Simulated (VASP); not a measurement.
# TiAl (Pm-3m) in VASP: further runs

One crystal, TiAl, is run at these levels: PBE; tasks: single point.

Program: VASP 6.6.1. These are calculated values, not measurements. Logs are shortened: lines on timing, memory, paths and dates and some standing lists are left out, and cuts for length are marked.

### Step 1. The crystal as given

The structure is cubic, space group Pm-3m (No. 221). The conventional cell has a = 3.179 Å, b = 3.179 Å, c = 3.179 Å, α = 90.00°, β = 90.00°, γ = 90.00°. Around Ti (site symmetry m-3m) lie 8 Al at 2.75 Å. Al (site symmetry m-3m) has 8 Ti at 2.75 Å as nearest neighbours.

The cell comes from a database or a generator and needn't be the stable form of this composition.

### Step 2. Single point, PBE

The input, INCAR:

```
SYSTEM = TiAl
  ADDGRID = .FALSE.
  ALGO = Normal
  EDIFF = 1E-6
  ENCUT = 460
  GGA = PE
  ISIF = 2
  ISMEAR = -1
  LASPH = .TRUE.
  LCHARG = .FALSE.
  LREAL = .FALSE.
  LWAVE = .FALSE.
  NELM = 100
  PREC = Accurate
  SIGMA = 0.05
```

The input, KPOINTS:

```
k-points
0
G
  10 10 10
  0 0 0
```

The input, POSCAR:

```
TiAl
1.0
    3.1790640000      0.0000000000      0.0000000000
    0.0000000000      3.1790640000      0.0000000000
    0.0000000000      0.0000000000      3.1790640000
Ti Al
1 1
Direct
    0.0000000000      0.0000000000      0.0000000000
    0.5000000000      0.5000000000      0.5000000000
```

Potentials or basis: VASP PAW PBE potentials, release 64 (Ti_sv, Al).

Launch:

```bash
$ cat potpaw_PBE.64/Ti_sv/POTCAR potpaw_PBE.64/Al/POTCAR > POTCAR
$ mpirun -np 1 vasp_std > vasp.out
```

OUTCAR:

```text
SYSTEM = TiAl
   EDIFF = 1E-6
   ENCUT = 460
   GGA = PE
   ISIF = 2
   ISMEAR = -1
   LASPH = .TRUE.
   LREAL = .FALSE.
   NELM = 100
   PREC = Accurate

 Found     56 irreducible k-points:

 Following reciprocal coordinates:
            Coordinates               Weight
  0.000000  0.000000  0.000000      1.000000
  0.100000  0.000000  0.000000      6.000000
  0.200000  0.000000  0.000000      6.000000
  0.300000  0.000000  0.000000      6.000000
  0.400000  0.000000  0.000000      6.000000
  0.500000  0.000000  0.000000      3.000000
   k-points           NKPTS =     56   k-points in BZ     NKDIM =     56   number of bands    NBANDS=     11
   number of dos      NEDOS =    301   number of ions     NIONS =      2
   total plane-waves  NPLWV =  13824
   dimension x,y,z NGX =    24 NGY =   24 NGZ =   24
   dimension x,y,z NGXF=    48 NGYF=   48 NGZF=   48
   ions per type =               1   1
   NGX,Y,Z   is equivalent  to a cutoff of  12.55, 12.55, 12.55 a.u.
   NGXF,Y,Z  is equivalent  to a cutoff of  25.10, 25.10, 25.10 a.u.
 SYSTEM =  TiAl
   PREC   = accura    normal or accurate (medium, high low for compatibility)
   ISTART =      0    job   : 0-new  1-cont  2-samecut
   ICHARG =      2    charge: 1-file 2-atom 10-const
   ISPIN  =      1    spin polarized calculation?
   LNONCOLLINEAR =      F non collinear calculations
   LSORBIT =      F    spin-orbit coupling
   LASPH  =      T    aspherical Exc in radial PAW
   ENCUT  =  460.0 eV  33.81 Ry    5.81 a.u.   5.56  5.56  5.56*2*pi/ulx,y,z
   NELM   =    100;   NELMIN=  2; NELMDL= -5     # of ELM steps
   EDIFF  = 0.1E-05   stopping-criterion for ELM
   LREAL  =      F    real-space projection
   EDIFFG = 0.1E-04   stopping-criterion for IOM
   NSW    =      0    number of steps for IOM
   IBRION =     -1    ionic relax: 0-MD 1-quasi-New 2-CG
   NFREE  =      0    steps in history (QN), initial steepest desc. (CG)
   ISIF   =      2    stress and relaxation
   ISYM   =      2    0-nonsym 1-usesym 2-fastsym
   POTIM  = 0.5000    time-step for ionic-motion
   TEBEG  =    0.0;   TEEND  =   0.0 temperature during run
   PSTRESS=    0.0 pullay stress
   NELECT =      15.0000    total number of electrons
   NUPDOWN=      -1.0000    fix difference up-down
   EMIN   =  10.00;   EMAX   =-10.00  energy-range for DOS
   EFERMI =   0.00;   METHOD = LEGACY
   ISMEAR =    -1;   SIGMA  =   0.05  broadening in eV -4-tet -1-fermi 0-gaus
   EFERMI_NEDOS =   21; number of points for ismear=-14 and -15
   IALGO  =     38    algorithm
   IMIX   =      4    mixing-type and parameters
     AMIX     =   0.40;   BMIX     =  1.00
     AMIX_MAG =   1.60;   BMIX_MAG =  1.00
  volume/ion in A,a.u.               =      16.06       108.41
  Fermi-wavevector in a.u.,A,eV,Ry     =   1.270007  2.399964 21.945065  1.612917
  Thomas-Fermi vector in A             =   2.403017
   LORBIT       =      0    0 simple, 1 ext, 2 COOP (PROOUT), +10 PAW based schemes
   GGA     = PE    functional components
   LHFCALC =     F    Hartree Fock is set to
   AEXX    =    0.0000 exact exchange contribution
   IVDW    =     0    specifies the selected vdW correction
   LEPSILON=     F    determine dielectric tensor
   LRPA    =     F    only Hartree local field effects (RPA)
 non-spin polarized calculation
  energy-cutoff  :      460.00
  volume of cell :       32.13
 maximum number of plane-waves:       739
 NGX is ok and might be reduce to    24
   NGX = 11   NGY = 11   NGZ = 11

 number of electron      14.9999994 magnetization

 Free energy of the ion-electron system (eV)
  ---------------------------------------------------
  ext. energy  EPLUGINS =         0.00000000
  ---------------------------------------------------
  free energy    TOTEN  =       -12.11862806 eV

  energy without entropy =      -12.09756919  energy(sigma->0) =      -12.10809862

 E-fermi :   8.7824     XC(G=0): -11.0866

 val. band max:        8.7713460350   @ k =   0.4000   0.3000   0.2000
 cond. band min:       8.7894964552   @ k =   0.4000   0.2000   0.2000
 fundamental gap:      0.0181504203
 Fermi energy:         8.7823640776

 k-point     1 :       0.0000    0.0000    0.0000
  band No.  band energies     occupation
      1     -48.1176      2.00000
      2     -24.3199      2.00000
      3     -24.3199      2.00000
      4     -24.3199      2.00000
      5      -0.4992      2.00000
      6       7.3377      2.00000
      7       7.3377      2.00000
      8      10.5832      0.00000
      9      10.5832      0.00000
     10      10.5832      0.00000
     11      13.1891      0.00000

 k-point     2 :       0.1000    0.0000    0.0000
  band No.  band energies     occupation
      1     -48.1161      2.00000
      2     -24.3364      2.00000
      3     -24.3185      2.00000
      4     -24.3185      2.00000
      5      -0.3399      2.00000
      6       7.2490      2.00000
      7       7.4090      2.00000
      8      10.3213      0.00000
      9      10.3214      0.00000
     10      10.6021      0.00000
     11      12.5745      0.00000

 k-point     3 :       0.2000    0.0000    0.0000
  band No.  band energies     occupation
      1     -48.1124      2.00000
      2     -24.3794      2.00000
      3     -24.3147      2.00000
      4     -24.3147      2.00000
      5       0.1291      2.00000
      6       6.8198      2.00000
      7       7.6065      2.00000
      8       9.8129      0.00000
      9       9.8129      0.00000
     10      10.6519      0.00000
     11      11.7273      0.00000

 k-point     4 :       0.3000    0.0000    0.0000
  band No.  band energies     occupation
      1     -48.1077      2.00000
      2     -24.4321      2.00000
      3     -24.3101      2.00000
      4     -24.3101      2.00000
      5       0.8817      2.00000
      6       5.8550      2.00000
      7       7.8773      2.00000
      8       9.3473      0.00002
      9       9.3473      0.00002
     10      10.7147      0.00000
     11      11.4740      0.00000

 k-point     5 :       0.4000    0.0000    0.0000
  band No.  band energies     occupation
      1     -48.1039      2.00000
      2     -24.4744      2.00000
      3     -24.3063      2.00000
      4     -24.3063      2.00000
      5       1.8675      2.00000
      6       4.5762      2.00000
      7       8.1244      2.00000
      8       9.0384      0.01186
      9       9.0384      0.01186
     10      10.7666      0.00000
     11      11.6374      0.00000

 k-point     6 :       0.5000    0.0000    0.0000
  band No.  band energies     occupation
      1     -48.1025      2.00000
      2     -24.4905      2.00000
      3     -24.3048      2.00000
      4     -24.3048      2.00000
      5       2.7339      2.00000
      6       3.5852      2.00000
      7       8.2272      1.99997
      8       8.9312      0.09701
      9       8.9312      0.09701
     10      10.7867      0.00000
     11      11.7604      0.00000

 [... further k-points ...]

------------------------ aborting loop because EDIFF is reached ----------------------------------------

  FORCE on cell =-STRESS in cart. coord.  units (eV):
  Direction    XX          YY          ZZ          XY          YZ          ZX
  --------------------------------------------------------------------------------------
  -------------------------------------------------------------------------------------
  Total        0.1305559      0.1305559      0.1305559     -0.0000000     -0.0000000      0.0000000
  in kB        6.5104216      6.5104216      6.5104216     -0.0000000     -0.0000000      0.0000000
  external PRESSURE =       6.5104216 kB  Pullay stress =       0.0000000 kB

 VOLUME and BASIS-vectors are now :
 -----------------------------------------------------------------------------
  energy-cutoff  :      460.00
  volume of cell :       32.13
      direct lattice vectors                 reciprocal lattice vectors
     3.179064000  0.000000000  0.000000000     0.314557996  0.000000000  0.000000000
     0.000000000  3.179064000  0.000000000     0.000000000  0.314557996  0.000000000
     0.000000000  0.000000000  3.179064000     0.000000000  0.000000000  0.314557996

 POSITION                                       TOTAL-FORCE (eV/Angst)
 -----------------------------------------------------------------------------------
      0.00000      0.00000      0.00000         0.000000      0.000000      0.000000
      1.58953      1.58953      1.58953         0.000000      0.000000      0.000000
 -----------------------------------------------------------------------------------
    total drift:                                0.000000      0.000000      0.000000

  FREE ENERGIE OF THE ION-ELECTRON SYSTEM (eV)
  ---------------------------------------------------
  free  energy   TOTEN  =       -12.1186280615 eV

  energy  without entropy=      -12.0975691856  energy(sigma->0) =      -12.10809862
```

stdout:

```text
POSCAR found type information on POSCAR TiAl
 POSCAR found :  2 types and       2 ions
 scaLAPACK will be used
 LDA part: xc-table for (Slater+PW92), standard interpolation
 POSCAR, INCAR and KPOINTS ok, starting setup
 FFT: planning ... GRIDC
 FFT: planning ... GRID_SOFT
 FFT: planning ... GRID
 WAVECAR not read
 entering main loop
```

Wall time 5.1 s (1 thread of Intel Xeon 6975P-C (Granite Rapids), shared host); peak memory 0.14 GiB.

These settings aren't checked as converged: the numbers below hold their error.

What came out:

- Free energy: -12.1186 eV
- Pressure: 0.7 GPa
- Band gap on the k mesh: none (metal or under the smearing width)

### Step 3. Single point, PBE

Changes to INCAR since step 2:

```diff
@@ -14,2 +14,2 @@
   PREC = Accurate
-  SIGMA = 0.05
+  SIGMA = 0.02
```

KPOINTS is that of step 2.

POSCAR is that of step 2.

Potentials or basis: VASP PAW PBE potentials, release 64 (Ti_sv, Al).

Launch:

```bash
$ cat potpaw_PBE.64/Ti_sv/POTCAR potpaw_PBE.64/Al/POTCAR > POTCAR
$ mpirun -np 1 vasp_std > vasp.out
```

Run time: 5 s. Hardware: 1 thread of Intel Xeon 6975P-C (Granite Rapids), shared host; peak memory 0.14 GiB.

These settings aren't checked as converged: the numbers below hold their error.

Results:

```yaml
Free_energy: -12.1089 eV
Pressure: 0.6 GPa
Band_gap_on_the_k_mesh: none (metal or under the smearing width)
```

### Step 4. Single point, PBE

Changes to INCAR since step 3:

```diff
@@ -7,3 +7,3 @@
   ISIF = 2
-  ISMEAR = -1
+  ISMEAR = -5
   LASPH = .TRUE.
@@ -14,2 +14,2 @@
   PREC = Accurate
-  SIGMA = 0.02
+  SIGMA = 0.1
```

KPOINTS is that of step 3.

POSCAR is that of step 3.

Launch:

```bash
$ cat potpaw_PBE.64/Ti_sv/POTCAR potpaw_PBE.64/Al/POTCAR > POTCAR
$ mpirun -np 1 vasp_std > vasp.out
```

It took 5.3 s on 1 thread of Intel Xeon 6975P-C (Granite Rapids), shared host; peak memory 0.14 GiB.

These settings aren't checked as converged: the numbers below hold their error.

Results:

```
Free energy            : -12.1088 eV
Pressure               : 0.5 GPa
Band gap on the k mesh : none (metal or under the smearing width)
```

Caveat: tetrahedron occupations give inexact forces and stress in metals.

(Continued in part 2 of 2.)
